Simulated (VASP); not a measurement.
# C (Fd-3m) in VASP: a series of runs

One crystal, C, is run at these levels: PBE; tasks: relaxation of cell and atoms, single point.

Program: VASP 6.6.1. These are calculated values, not measurements. Logs are shortened: lines on timing, memory, paths and dates and some standing lists are left out, and cuts for length are marked.

## (1) The structure

The structure is cubic, space group Fd-3m (No. 227). The conventional cell has a = 3.567 Å, b = 3.567 Å, c = 3.567 Å, α = 90.00°, β = 90.00°, γ = 90.00°. C (site symmetry -43m) has 4 C at 1.54 Å as nearest neighbours.

This isn't the form of C at room conditions, which is graphite.

## (2) Relaxation of cell and atoms, PBE

The input, INCAR:

```
SYSTEM = C
PREC = Accurate ; ENCUT = 700
EDIFF = 1E-7 ; ISMEAR = 0
SIGMA = 0.02 ; LREAL = .False.
LASPH = .True. ; NELM = 60
ALGO = Normal ; ISIF = 3
LWAVE = .False. ; LCHARG = .False.
GGA = PE ; IBRION = 2
NSW = 80 ; EDIFFG = -0.002
```

The input, KPOINTS:

```
Automatic mesh
0
Gamma
  14 14 14
  0 0 0
```

The input, POSCAR:

```
C
1.0
    0.0000000000      1.7833700000      1.7833700000
    1.7833700000      0.0000000000      1.7833700000
    1.7833700000      1.7833700000      0.0000000000
C
2
Direct
    0.0000000000      0.0000000000      0.0000000000
    0.2500000000      0.2500000000      0.2500000000
```

Potentials or basis: VASP PAW PBE potentials, release 64 (C).

The run is started by

```bash
$ cat potpaw_PBE.64/C/POTCAR > POTCAR
$ mpirun -np 1 vasp_std > vasp.out
```

OUTCAR:

```text
SYSTEM = C
   PREC = Accurate
   ENCUT = 700
   EDIFF = 1E-7
   ISMEAR = 0
   LREAL = .False.
   LASPH = .True.
   NELM = 60
   ISIF = 3
   GGA = PE
   IBRION = 2
   NSW = 80
   EDIFFG = -0.002

 ion  position               nearest neighbor table
   1  0.000  0.000  0.000-   2 1.54   2 1.54   2 1.54   2 1.54
   2  0.250  0.250  0.250-   1 1.54   1 1.54   1 1.54   1 1.54

  LATTYP: Found a face centered cubic cell.
 ALAT       =     3.5667400000

  Lattice vectors:

 A1 = (   0.0000000000,   1.7833700000,   1.7833700000)
 A2 = (   1.7833700000,   0.0000000000,   1.7833700000)
 A3 = (   1.7833700000,   1.7833700000,   0.0000000000)

Analysis of symmetry for initial positions (statically):
=====================================================================
 Subroutine PRICEL returns:
 Original cell was already a primitive cell.

 Routine SETGRP: Setting up the symmetry group for a
 face centered cubic supercell.

 Subroutine GETGRP returns: Found 48 space group operations
 (whereof 24 operations were pure point group operations)
 out of a pool of 48 trial point group operations.

The static configuration has the point symmetry T_d .
 The point group associated with its full space group is O_h .

Analysis of symmetry for dynamics (positions and initial velocities):
=====================================================================
 Subroutine PRICEL returns:
 Original cell was already a primitive cell.

 Routine SETGRP: Setting up the symmetry group for a
 face centered cubic supercell.

 Subroutine GETGRP returns: Found 48 space group operations
 (whereof 24 operations were pure point group operations)
 out of a pool of 48 trial point group operations.

The dynamic configuration has the point symmetry T_d .
 The point group associated with its full space group is O_h .

 Subroutine INISYM returns: Found 48 space group operations
 (whereof 24 operations are pure point group operations),
 and found     1 'primitive' translations

----------------------------------------------------------------------------------------

                                     Primitive cell

  volume of cell :      11.3437

  direct lattice vectors                    reciprocal lattice vectors
     0.000000000  1.783370000  1.783370000    -0.280368067  0.280368067  0.280368067
     1.783370000  0.000000000  1.783370000     0.280368067 -0.280368067  0.280368067
[... 102 lines left out ...]
   IALGO  =     38    algorithm
   IMIX   =      4    mixing-type and parameters
     AMIX     =   0.40;   BMIX     =  1.00
     AMIX_MAG =   1.60;   BMIX_MAG =  1.00
  volume/ion in A,a.u.               =       5.67        38.28
  Fermi-wavevector in a.u.,A,eV,Ry     =   1.457203  2.753714 28.891161  2.123440
  Thomas-Fermi vector in A             =   2.574032
   LORBIT       =      0    0 simple, 1 ext, 2 COOP (PROOUT), +10 PAW based schemes
   GGA     = PE    functional components
   LHFCALC =     F    Hartree Fock is set to
   AEXX    =    0.0000 exact exchange contribution
   IVDW    =     0    specifies the selected vdW correction
   LEPSILON=     F    determine dielectric tensor
   LRPA    =     F    only Hartree local field effects (RPA)
 conjugate gradient relaxation of ions
 non-spin polarized calculation
 Gauss-broadening in eV      SIGMA  =   0.02
  energy-cutoff  :      700.00
  volume of cell :       11.34
 maximum number of plane-waves:       531
 NGX is ok and might be reduce to    24
   NGX = 11   NGY = 11   NGZ = 11

--------------------------------------- Ionic step        1  -------------------------------------------

 number of electron       8.0000000 magnetization

 Free energy of the ion-electron system (eV)
  ---------------------------------------------------
  ext. energy  EPLUGINS =         0.00000000
  ---------------------------------------------------
  free energy    TOTEN  =       -18.19620219 eV

  energy without entropy =      -18.19620219  energy(sigma->0) =      -18.19620219

------------------------ aborting loop because EDIFF is reached ----------------------------------------

  FORCE on cell =-STRESS in cart. coord.  units (eV):
  Direction    XX          YY          ZZ          XY          YZ          ZX
  --------------------------------------------------------------------------------------
  -------------------------------------------------------------------------------------
  Total        0.1091281      0.1091281      0.1091281     -0.0000000      0.0000000     -0.0000000
  in kB       15.4131940     15.4131940     15.4131940     -0.0000000      0.0000000     -0.0000000
  external PRESSURE =      15.4131940 kB  Pullay stress =       0.0000000 kB
[... 59 lines left out ...]
--------------------------------------- Ionic step        3  -------------------------------------------

 number of electron       8.0000000 magnetization

 Free energy of the ion-electron system (eV)
  ---------------------------------------------------
  ext. energy  EPLUGINS =         0.00000000
  ---------------------------------------------------
  free energy    TOTEN  =       -18.19639197 eV

  energy without entropy =      -18.19639197  energy(sigma->0) =      -18.19639197

 E-fermi :   9.8654     XC(G=0): -13.2330

 val. band max:        9.6748522252   @ k =   0.0000   0.0000   0.0000
 cond. band min:      13.7990111874   @ k =   0.3571   0.3571   0.0000
 fundamental gap:      4.1241589622
 Fermi energy:         9.8654140626

 k-point     1 :       0.0000    0.0000    0.0000
  band No.  band energies     occupation
      1     -11.7528      2.00000
      2       9.6749      2.00000
      3       9.6749      2.00000
      4       9.6749      2.00000
      5      15.2564      0.00000
      6      15.2564      0.00000
      7      15.2564      0.00000
      8      22.9263      0.00000
[... 243 lines left out ...]
 k-point    24 :       0.2857    0.1429    0.0000
  band No.  band energies     occupation
      1      -9.7069      2.00000
      2       3.6710      2.00000
      3       6.3699      2.00000
      4       7.0856      2.00000
      5      15.5802      0.00000
      6      19.6152      0.00000
      7      19.7220      0.00000
      8      22.0310      0.00000

 [... further k-points ...]

------------------------ aborting loop because EDIFF is reached ----------------------------------------

  FORCE on cell =-STRESS in cart. coord.  units (eV):
  Direction    XX          YY          ZZ          XY          YZ          ZX
  --------------------------------------------------------------------------------------
  -------------------------------------------------------------------------------------
  Total        0.0008230      0.0008230      0.0008230     -0.0000000      0.0000000      0.0000000
  in kB        0.1158351      0.1158351      0.1158351     -0.0000000      0.0000000      0.0000000
  external PRESSURE =       0.1158351 kB  Pullay stress =       0.0000000 kB
[... 17 lines left out ...]
  FREE ENERGIE OF THE ION-ELECTRON SYSTEM (eV)
  ---------------------------------------------------
  free  energy   TOTEN  =       -18.1963919732 eV

  energy  without entropy=      -18.1963919732  energy(sigma->0) =      -18.19639197

 reached required accuracy - stopping structural energy minimisation
```

It took 8.7 s on 1 thread of Intel Xeon 6975P-C (Granite Rapids), shared host; peak memory 0.13 GiB.

What came out:

| Property | Result |
| --- | --- |
| Free energy | -18.1964 eV |
| Relaxed volume | 5.69 Å³/atom |
| Relaxed cell | a = 2.525 Å, b = 2.525 Å, c = 2.525 Å, α = 60.00°, β = 60.00°, γ = 60.00° |
| Space group after relaxing (to 0.05 Å) | Fd-3m (No. 227) |
| Energy gained by relaxing | 0.1 meV/atom |
| Ionic steps | 3 |
| Pressure after relaxing | 0.0 GPa |
| Band gap on the k mesh | 4.12 eV, indirect (least direct gap 5.58 eV) |

The path:
| step | energy change (eV) | largest force (eV/Å) | pressure (GPa) | volume (Å³) |
| --- | --- | --- | --- | --- |
| 1 | 0.0000 | 0.0000 | 1.54 | 11.34 |
| 2 | 0.0001 | 0.0000 | -1.89 | 11.43 |
| 3 | -0.0002 | 0.0000 | 0.01 | 11.38 |

Final structure:
```
C
1.0
     0.00000    1.78545    1.78545
     1.78545    0.00000    1.78545
     1.78545    1.78545    0.00000
C
2
Direct
  0.00000 0.00000 0.00000
  0.25000 0.25000 0.25000
```

Levels at points of the mesh, in eV from the valence-band top:
```csv
k point,band 1,band 2,band 3,band 4,band 5,band 6,band 7,band 8
"(0.00, 0.00, 0.00)",-21.43,0.00,0.00,0.00,5.58,5.58,5.58,13.25
"(0.50, 0.00, 0.00)",-15.67,-13.33,-2.79,-2.79,8.45,8.45,8.80,15.67
"(0.50, 0.50, 0.00)",-12.74,-12.74,-6.28,-6.28,4.75,4.75,16.75,16.75
```

## (3) Relaxation of cell and atoms, PBE

This run uses another cell than the first one, of 5.69 Å³/atom, 1.004 times its volume.

INCAR is that of step 2.

KPOINTS is that of step 2.

The input, POSCAR:

```
C                                       
1.0
   -0.0000000000      1.7854487266      1.7854487266
    1.7854487266      0.0000000000      1.7854487266
    1.7854487266      1.7854487266     -0.0000000000
  C             
     2
Direct
     0.0000000000000000    0.0000000000000000    0.0000000000000000
     0.2500000000000000    0.2500000000000000    0.2500000000000000
```

Potentials or basis: VASP PAW PBE potentials, release 64 (C).

The run is started by

```bash
$ cat potpaw_PBE.64/C/POTCAR > POTCAR
$ mpirun -np 1 vasp_std > vasp.out
```

Wall time 4.7 s (1 thread of Intel Xeon 6975P-C (Granite Rapids), shared host); peak memory 0.13 GiB.

It converged, with:

```yaml
Free_energy: -18.1965 eV
Pressure_after_relaxing: 0.0 GPa
Band_gap_on_the_k_mesh: 4.12 eV, indirect (least direct gap 5.58 eV)
```

Final structure:
```yaml
crystal:
  lattice:
    - [0.00000, 1.78545, 1.78545]
    - [1.78545, 0.00000, 1.78545]
    - [1.78545, 1.78545, 0.00000]
  atoms:
    - { symbol: C, position: [0.00000, 0.00000, 0.00000] }
    - { symbol: C, position: [0.25000, 0.25000, 0.25000] }
```

Levels at points of the mesh, in eV from the valence-band top:
```csv
k point,band 1,band 2,band 3,band 4,band 5,band 6,band 7,band 8
"(0.00, 0.00, 0.00)",-21.43,0.00,0.00,0.00,5.58,5.58,5.58,13.25
"(0.50, 0.00, 0.00)",-15.67,-13.33,-2.79,-2.79,8.45,8.45,8.80,15.67
"(0.50, 0.50, 0.00)",-12.74,-12.74,-6.28,-6.28,4.75,4.75,16.75,16.75
```

Caveat: the relaxation stopped at its first step, so nothing moved. A k mesh can miss the band edges.

## (4) Single point, PBE

This run uses another cell than the first one, of 5.69 Å³/atom, 1.004 times its volume.

The input, INCAR:

```
SYSTEM = C
PREC     = Accurate       ! precision mode
ENCUT    = 700            ! plane-wave cutoff, eV
EDIFF    = 1E-7           ! SCF threshold, eV
ISMEAR   = 0              ! smearing method
SIGMA    = 0.02           ! smearing width, eV
LREAL    = .FALSE.        ! projectors in reciprocal space
LASPH    = .TRUE.         ! aspherical terms in the spheres
NELM     = 60             ! most SCF steps
ALGO     = Normal         ! electronic algorithm
ISIF     = 2              ! what is computed and relaxed
LWAVE    = .FALSE.        ! write WAVECAR
LCHARG   = .FALSE.        ! write CHGCAR
GGA      = PE             ! functional
```

The input, KPOINTS:

```
regular mesh
0
G
  14 14 14
  0 0 0
```

The input, POSCAR:

```
C                                       
1.0
    0.0000000000      1.7854487266      1.7854487266
    1.7854487266      0.0000000000      1.7854487266
    1.7854487266      1.7854487266      0.0000000000
  C             
     2
Direct
     0.0000000000000000    0.0000000000000000    0.0000000000000000
     0.2500000000000000    0.2500000000000000    0.2500000000000000
```

Potentials or basis: VASP PAW PBE potentials, release 64 (C).

The run is started by

```bash
$ cat potpaw_PBE.64/C/POTCAR > POTCAR
$ mpirun -np 1 vasp_std > vasp.out
```

OUTCAR:

```text
SYSTEM = C
   PREC = Accurate
   ENCUT = 700
   EDIFF = 1E-7
   ISMEAR = 0
   LREAL = .FALSE.
   LASPH = .TRUE.
   NELM = 60
   ISIF = 2
   GGA = PE

 ion  position               nearest neighbor table
   1  0.000  0.000  0.000-   2 1.55   2 1.55   2 1.55   2 1.55
   2  0.250  0.250  0.250-   1 1.55   1 1.55   1 1.55   1 1.55

  LATTYP: Found a face centered cubic cell.
 ALAT       =     3.5708974532

  Lattice vectors:

 A1 = (   0.0000000000,   1.7854487266,   1.7854487266)
 A2 = (   1.7854487266,   0.0000000000,   1.7854487266)
 A3 = (   1.7854487266,   1.7854487266,   0.0000000000)

Analysis of symmetry for initial positions (statically):
=====================================================================
 Subroutine PRICEL returns:
 Original cell was already a primitive cell.

 Routine SETGRP: Setting up the symmetry group for a
 face centered cubic supercell.

 Subroutine GETGRP returns: Found 48 space group operations
 (whereof 24 operations were pure point group operations)
 out of a pool of 48 trial point group operations.

[... 170 lines left out ...]
 fundamental gap:      4.1241259702
 Fermi energy:         9.8654575530

 k-point     1 :       0.0000    0.0000    0.0000
  band No.  band energies     occupation
      1     -11.7528      2.00000
      2       9.6749      2.00000
      3       9.6749      2.00000
      4       9.6749      2.00000
      5      15.2564      0.00000
      6      15.2564      0.00000
      7      15.2564      0.00000
      8      22.9263      0.00000
[... 243 lines left out ...]
 k-point    24 :       0.2857    0.1429    0.0000
  band No.  band energies     occupation
      1      -9.7068      2.00000
      2       3.6710      2.00000
      3       6.3699      2.00000
      4       7.0857      2.00000
      5      15.5802      0.00000
      6      19.6153      0.00000
      7      19.7220      0.00000
      8      22.0310      0.00000

 [... further k-points ...]

------------------------ aborting loop because EDIFF is reached ----------------------------------------

  FORCE on cell =-STRESS in cart. coord.  units (eV):
  Direction    XX          YY          ZZ          XY          YZ          ZX
  --------------------------------------------------------------------------------------
  -------------------------------------------------------------------------------------
  Total        0.0007063      0.0007063      0.0007063      0.0000000      0.0000000      0.0000000
  in kB        0.0994105      0.0994105      0.0994105      0.0000000      0.0000000      0.0000000
  external PRESSURE =       0.0994105 kB  Pullay stress =       0.0000000 kB

 VOLUME and BASIS-vectors are now :
 -----------------------------------------------------------------------------
  energy-cutoff  :      700.00
  volume of cell :       11.38
      direct lattice vectors                 reciprocal lattice vectors
     0.000000000  1.785448727  1.785448727    -0.280041646  0.280041646  0.280041646
     1.785448727  0.000000000  1.785448727     0.280041646 -0.280041646  0.280041646
     1.785448727  1.785448727  0.000000000     0.280041646  0.280041646 -0.280041646

 POSITION                                       TOTAL-FORCE (eV/Angst)
 -----------------------------------------------------------------------------------
      0.00000      0.00000      0.00000        -0.000000     -0.000000     -0.000000
      0.89272      0.89272      0.89272         0.000000      0.000000      0.000000
 -----------------------------------------------------------------------------------
    total drift:                               -0.000000      0.000000      0.000000

  FREE ENERGIE OF THE ION-ELECTRON SYSTEM (eV)
  ---------------------------------------------------
  free  energy   TOTEN  =       -18.1965202275 eV

  energy  without entropy=      -18.1965202275  energy(sigma->0) =      -18.19652023
```

OSZICAR:

```text
N       E                     dE             d eps       ncg     rms          rms(c)
DAV:   1     0.652594221443E+01    0.65259E+01   -0.59610E+03  1664   0.125E+03
DAV:   2    -0.186658109817E+02   -0.25192E+02   -0.24093E+02  2632   0.135E+02
DAV:   3    -0.188262766748E+02   -0.16047E+00   -0.16047E+00  1784   0.147E+01
DAV:   4    -0.188265295363E+02   -0.25286E-03   -0.25286E-03  2400   0.607E-01
DAV:   5    -0.188265296161E+02   -0.79731E-07   -0.79730E-07  1760   0.760E-03    0.551E+00
DAV:   6    -0.183542797288E+02    0.47225E+00   -0.36121E-01  1728   0.481E+00    0.330E+00
DAV:   7    -0.181952415024E+02    0.15904E+00   -0.39963E-01  1968   0.517E+00    0.752E-01
DAV:   8    -0.181964910475E+02   -0.12495E-02   -0.18639E-03  1736   0.518E-01    0.459E-02
DAV:   9    -0.181965074346E+02   -0.16387E-04   -0.12865E-04  2424   0.101E-01    0.269E-02
DAV:  10    -0.181965204122E+02   -0.12978E-04   -0.13676E-05  1688   0.435E-02    0.606E-03
DAV:  11    -0.181965202428E+02    0.16936E-06   -0.41135E-08  2320   0.226E-03    0.132E-03
DAV:  12    -0.181965202275E+02    0.15362E-07   -0.10502E-08   848   0.131E-03
   1 F= -.18196520E+02 E0= -.18196520E+02  d E =-.452238E-44
```

Wall time 4.7 s (1 thread of Intel Xeon 6975P-C (Granite Rapids), shared host); peak memory 0.13 GiB.

Results:

* Free energy: -18.1965 eV
* Pressure: 0.0 GPa
* Band gap on the k mesh: 4.12 eV, indirect (least direct gap 5.58 eV)

Levels at points of the mesh, in eV from the valence-band top:
| k point | band 1 | band 2 | band 3 | band 4 | band 5 | band 6 | band 7 | band 8 |
| --- | --- | --- | --- | --- | --- | --- | --- | --- |
| (0.00, 0.00, 0.00) | -21.43 | 0.00 | 0.00 | 0.00 | 5.58 | 5.58 | 5.58 | 13.25 |
| (0.50, 0.00, 0.00) | -15.67 | -13.33 | -2.79 | -2.79 | 8.45 | 8.45 | 8.80 | 15.67 |
| (0.50, 0.50, 0.00) | -12.74 | -12.74 | -6.28 | -6.28 | 4.75 | 4.75 | 16.75 | 16.75 |
